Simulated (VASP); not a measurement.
# TePb (Fm-3m) in VASP: notebook

Runs on TePb. Level: PBE. Tasks: single point.

Program: VASP 6.6.1. These are calculated values, not measurements. Logs are shortened: lines on timing, memory, paths and dates and some standing lists are left out, and cuts for length are marked.

## 1. Starting point

It takes space group Fm-3m (No. 225, cubic). Conventional cell: a = 6.462 Å, b = 6.462 Å, c = 6.462 Å, α = 90.00°, β = 90.00°, γ = 90.00°. Around Pb (site symmetry m-3m) lie 6 Te at 3.23 Å. Te (site symmetry m-3m) has 6 Pb at 3.23 Å as nearest neighbours.

## 2. Single point, PBE

File INCAR:

```
SYSTEM = TePb
ADDGRID = .False.
ALGO = Normal
EDIFF = 1E-7
ENCUT = 460
GGA = PE
ISIF = 2
ISMEAR = 0
LASPH = .True.
LCHARG = .False.
LREAL = .False.
LWAVE = .False.
NELM = 100
PREC = Accurate
SIGMA = 0.05
```

File KPOINTS:

```
k-points
0
Gamma
  3 3 3
  0 0 0
```

File POSCAR:

```
TePb
1.0
    0.0000000000      3.2310000000      3.2310000000
    3.2310000000      0.0000000000      3.2310000000
    3.2310000000      3.2310000000      0.0000000000
Pb Te
1 1
Direct
   -0.0068530000      0.0005720000     -0.0056850000
    0.5279490000      0.4690950000      0.5208160000
```

Potentials or basis: VASP PAW PBE potentials, release 64 (Pb_d, Te).

The run is started by

```sh
$ cat potpaw_PBE.64/Pb_d/POTCAR potpaw_PBE.64/Te/POTCAR > POTCAR
$ mpirun -np 1 vasp_std > vasp.out
```

OUTCAR:

```text
SYSTEM = TePb
   EDIFF = 1E-7
   ENCUT = 460
   GGA = PE
   ISIF = 2
   ISMEAR = 0
   LASPH = .True.
   LREAL = .False.
   NELM = 100
   PREC = Accurate

 Found     14 irreducible k-points:

 Following reciprocal coordinates:
            Coordinates               Weight
  0.000000  0.000000  0.000000      1.000000
  0.333333  0.000000  0.000000      2.000000
  0.000000  0.333333  0.000000      2.000000
  0.000000  0.000000  0.333333      2.000000
  0.333333  0.333333  0.333333      2.000000
  0.333333  0.333333  0.000000      2.000000
   k-points           NKPTS =     14   k-points in BZ     NKDIM =     14   number of bands    NBANDS=     14
   number of dos      NEDOS =    301   number of ions     NIONS =      2
   total plane-waves  NPLWV =  32768
   dimension x,y,z NGX =    32 NGY =   32 NGZ =   32
   dimension x,y,z NGXF=    64 NGYF=   64 NGZF=   64
   ions per type =               1   1
   NGX,Y,Z   is equivalent  to a cutoff of  11.64, 11.64, 11.64 a.u.
   NGXF,Y,Z  is equivalent  to a cutoff of  23.29, 23.29, 23.29 a.u.
 SYSTEM =  TePb
   PREC   = accura    normal or accurate (medium, high low for compatibility)
   ISTART =      0    job   : 0-new  1-cont  2-samecut
   ICHARG =      2    charge: 1-file 2-atom 10-const
   ISPIN  =      1    spin polarized calculation?
   LNONCOLLINEAR =      F non collinear calculations
   LSORBIT =      F    spin-orbit coupling
   LASPH  =      T    aspherical Exc in radial PAW
   ENCUT  =  460.0 eV  33.81 Ry    5.81 a.u.   7.99  7.99  7.99*2*pi/ulx,y,z
   NELM   =    100;   NELMIN=  2; NELMDL= -5     # of ELM steps
   EDIFF  = 0.1E-06   stopping-criterion for ELM
   LREAL  =      F    real-space projection
   EDIFFG = 0.1E-05   stopping-criterion for IOM
   NSW    =      0    number of steps for IOM
   IBRION =     -1    ionic relax: 0-MD 1-quasi-New 2-CG
   NFREE  =      0    steps in history (QN), initial steepest desc. (CG)
   ISIF   =      2    stress and relaxation
   ISYM   =      2    0-nonsym 1-usesym 2-fastsym
   POTIM  = 0.5000    time-step for ionic-motion
   TEBEG  =    0.0;   TEEND  =   0.0 temperature during run
   PSTRESS=    0.0 pullay stress
   NELECT =      20.0000    total number of electrons
   NUPDOWN=      -1.0000    fix difference up-down
   EMIN   =  10.00;   EMAX   =-10.00  energy-range for DOS
   EFERMI =   0.00;   METHOD = LEGACY
   ISMEAR =     0;   SIGMA  =   0.05  broadening in eV -4-tet -1-fermi 0-gaus
   EFERMI_NEDOS =   21; number of points for ismear=-14 and -15
   IALGO  =     38    algorithm
   IMIX   =      4    mixing-type and parameters
     AMIX     =   0.40;   BMIX     =  1.00
     AMIX_MAG =   1.60;   BMIX_MAG =  1.00
  volume/ion in A,a.u.               =      33.73       227.62
  Fermi-wavevector in a.u.,A,eV,Ry     =   1.091619  2.062861 16.213147  1.191633
  Thomas-Fermi vector in A             =   2.227868
   LORBIT       =      0    0 simple, 1 ext, 2 COOP (PROOUT), +10 PAW based schemes
   GGA     = PE    functional components
   LHFCALC =     F    Hartree Fock is set to
   AEXX    =    0.0000 exact exchange contribution
   IVDW    =     0    specifies the selected vdW correction
   LEPSILON=     F    determine dielectric tensor
   LRPA    =     F    only Hartree local field effects (RPA)
 non-spin polarized calculation
 Gauss-broadening in eV      SIGMA  =   0.05
  energy-cutoff  :      460.00
  volume of cell :       67.46
 maximum number of plane-waves:      1527
   NGX = 15   NGY = 15   NGZ = 15

 number of electron      20.0000001 magnetization

 Free energy of the ion-electron system (eV)
  ---------------------------------------------------
  ext. energy  EPLUGINS =         0.00000000
  ---------------------------------------------------
  free energy    TOTEN  =        -7.54391139 eV

  energy without entropy =       -7.54391139  energy(sigma->0) =       -7.54391139

 E-fermi :   5.5096     XC(G=0):  -9.2938

 val. band max:        5.2272674088   @ k =   0.0000   0.0000   0.3333
 cond. band min:       7.1029599582   @ k =   0.0000   0.0000   0.3333
 fundamental gap:      1.8756925494
 Fermi energy:         5.5095777988

 k-point     1 :       0.0000    0.0000    0.0000
  band No.  band energies     occupation
      1     -11.0625      2.00000
      2     -11.0600      2.00000
      3     -11.0513      2.00000
      4     -11.0476      2.00000
      5     -11.0476      2.00000
      6      -6.4384      2.00000
      7       0.0653      2.00000
      8       4.2030      2.00000
      9       4.2984      2.00000
     10       4.3000      2.00000
     11       9.5073      0.00000
     12       9.5102      0.00000
     13       9.7769      0.00000
     14      11.4232      0.00000

 k-point     2 :       0.3333    0.0000    0.0000
  band No.  band energies     occupation
      1     -11.0746      2.00000
      2     -11.0706      2.00000
      3     -11.0478      2.00000
      4     -11.0368      2.00000
      5     -11.0347      2.00000
      6      -5.5693      2.00000
      7      -2.0565      2.00000
      8       4.4365      2.00000
      9       4.5513      2.00000
     10       5.2141      2.00000
     11       7.1130      0.00000
     12       7.4748      0.00000
     13       7.6427      0.00000
     14      12.2005      0.00000

 k-point     3 :       0.0000    0.3333    0.0000
  band No.  band energies     occupation
      1     -11.0748      2.00000
      2     -11.0706      2.00000
      3     -11.0475      2.00000
      4     -11.0370      2.00000
      5     -11.0347      2.00000
      6      -5.5660      2.00000
      7      -2.0638      2.00000
      8       4.4377      2.00000
      9       4.5481      2.00000
     10       5.2198      2.00000
     11       7.1085      0.00000
     12       7.4830      0.00000
     13       7.6486      0.00000
     14      12.2010      0.00000

 k-point     4 :       0.0000    0.0000    0.3333
  band No.  band energies     occupation
      1     -11.0751      2.00000
      2     -11.0707      2.00000
      3     -11.0471      2.00000
      4     -11.0372      2.00000
      5     -11.0346      2.00000
      6      -5.5617      2.00000
      7      -2.0735      2.00000
      8       4.4416      2.00000
      9       4.5417      2.00000
     10       5.2273      2.00000
     11       7.1030      0.00000
     12       7.4936      0.00000
     13       7.6560      0.00000
     14      12.2018      0.00000

 k-point     5 :       0.3333    0.3333    0.3333
  band No.  band energies     occupation
      1     -11.0749      2.00000
      2     -11.0706      2.00000
      3     -11.0473      2.00000
      4     -11.0370      2.00000
      5     -11.0346      2.00000
      6      -5.5645      2.00000
      7      -2.0672      2.00000
      8       4.4388      2.00000
      9       4.5462      2.00000
     10       5.2224      2.00000
     11       7.1065      0.00000
     12       7.4867      0.00000
     13       7.6512      0.00000
     14      12.2013      0.00000

 k-point     6 :       0.3333    0.3333    0.0000
  band No.  band energies     occupation
      1     -11.1050      2.00000
      2     -11.0552      2.00000
      3     -11.0533      2.00000
      4     -11.0322      2.00000
      5     -11.0279      2.00000
      6      -5.3263      2.00000
      7      -1.5032      2.00000
      8       2.5910      2.00000
      9       3.1571      2.00000
     10       3.2395      2.00000
     11       8.9742      0.00000
     12       9.9078      0.00000
     13      10.6659      0.00000
     14      10.7994      0.00000

 [... further k-points ...]

------------------------ aborting loop because EDIFF is reached ----------------------------------------

  FORCE on cell =-STRESS in cart. coord.  units (eV):
  Direction    XX          YY          ZZ          XY          YZ          ZX
  --------------------------------------------------------------------------------------
  -------------------------------------------------------------------------------------
  Total        0.7814842      1.5590588      0.7786614     -0.0012463      0.0008668     -0.0001661
  in kB       18.5605103     37.0281676     18.4934671     -0.0296004      0.0205861     -0.0039449
  external PRESSURE =      24.6940483 kB  Pullay stress =       0.0000000 kB

 VOLUME and BASIS-vectors are now :
 -----------------------------------------------------------------------------
  energy-cutoff  :      460.00
  volume of cell :       67.46
      direct lattice vectors                 reciprocal lattice vectors
     0.000000000  3.231000000  3.231000000    -0.154750851  0.154750851  0.154750851
     3.231000000  0.000000000  3.231000000     0.154750851 -0.154750851  0.154750851
     3.231000000  3.231000000  0.000000000     0.154750851  0.154750851 -0.154750851

 POSITION                                       TOTAL-FORCE (eV/Angst)
 -----------------------------------------------------------------------------------
      3.21448      6.42149      3.21071        -0.003369      0.123504      0.002279
      3.19840      3.38856      3.22145         0.003369     -0.123504     -0.002279
 -----------------------------------------------------------------------------------
    total drift:                                0.000028     -0.000007      0.000091

  FREE ENERGIE OF THE ION-ELECTRON SYSTEM (eV)
  ---------------------------------------------------
  free  energy   TOTEN  =        -7.5439113949 eV

  energy  without entropy=       -7.5439113949  energy(sigma->0) =       -7.54391139
```

Wall time 12 s (1 thread of Intel Xeon Platinum 8488C (Sapphire Rapids), shared host); peak memory 0.17 GiB.

The run converged, but some of its settings lie outside the range that counts as converged, so its numbers aren't taken as properties of the crystal.

What came out:

```
Free energy            : -7.5439 eV
Pressure               : 2.5 GPa
Largest force          : 0.124 eV/Å
Band gap on the k mesh : 1.88 eV, direct
```

Caveat: the k mesh is coarse (spacing up to 0.56 Å⁻¹), so the values aren't converged; spin-orbit coupling is left out, which as a rule narrows the gap of such compounds by several tenths of an eV; an odd mesh through Γ misses points on the zone boundary, where band edges often lie.

## 3. Single point, PBE

Edit INCAR of step 2 so:

```diff
@@ -4,3 +4,3 @@
 EDIFF = 1E-7
-ENCUT = 460
+ENCUT = 280
 GGA = PE
```

File KPOINTS:

```
k-points
0
Gamma
  4 4 4
  0 0 0
```

File POSCAR:

```
TePb
1.0
    0.0000000000      3.2310000000      3.2310000000
    3.2310000000      0.0000000000      3.2310000000
    3.2310000000      3.2310000000      0.0000000000
Pb Te
1 1
Direct
    0.0000000000      0.0000000000      0.0000000000
    0.5000000000      0.5000000000      0.5000000000
```

Potentials or basis: VASP PAW PBE potentials, release 64 (Pb_d, Te).

The run is started by

```sh
$ cat potpaw_PBE.64/Pb_d/POTCAR potpaw_PBE.64/Te/POTCAR > POTCAR
$ mpirun -np 1 vasp_std > vasp.out
```

It took 6.6 s on 1 thread of Intel Xeon Platinum 8488C (Sapphire Rapids), shared host; peak memory 0.14 GiB.

These settings aren't checked as converged: the numbers below hold their error.

Results:

| Quantity | Value |
| --- | --- |
| Free energy | -7.4910 eV |
| Pressure | 2.0 GPa |
| Band gap on the k mesh | 0.73 eV, direct |

Caveat: the k mesh is coarse (spacing up to 0.42 Å⁻¹), so the values aren't converged; the cutoff is under 1.25 times the usual one of these potentials, so pressure, stress and relaxed cells hold a basis-set (Pulay) error; spin-orbit coupling is left out, which as a rule narrows the gap of such compounds by several tenths of an eV.

## 4. Single point, PBE

INCAR is that of step 3.

KPOINTS is that of step 3.

File POSCAR:

```
TePb
1.0
    0.0000000000      3.2310000000      3.2310000000
    3.2310000000      0.0000000000      3.2310000000
    3.2310000000      3.2310000000      0.0000000000
Pb Te
1 1
Direct
   -0.0068530000      0.0005720000     -0.0056850000
    0.5279490000      0.4690950000      0.5208160000
```

The run is started by

```sh
$ cat potpaw_PBE.64/Pb_d/POTCAR potpaw_PBE.64/Te/POTCAR > POTCAR
$ mpirun -np 1 vasp_std > vasp.out
```

It took 16 s on 1 thread of Intel Xeon Platinum 8488C (Sapphire Rapids), shared host; peak memory 0.15 GiB.

The run converged, but some of its settings lie outside the range that counts as converged, so its numbers aren't taken as properties of the crystal.

Results:

- Free energy: -7.4863 eV
- Pressure: 2.4 GPa
- Largest force: 0.126 eV/Å
- Band gap on the k mesh: 0.89 eV, direct

Caveat: the k mesh is coarse (spacing up to 0.42 Å⁻¹), so the values aren't converged; the cutoff is under 1.25 times the usual one of these potentials, so pressure, stress and relaxed cells hold a basis-set (Pulay) error; spin-orbit coupling is left out, which as a rule narrows the gap of such compounds by several tenths of an eV.

[end of part 1 of 2]
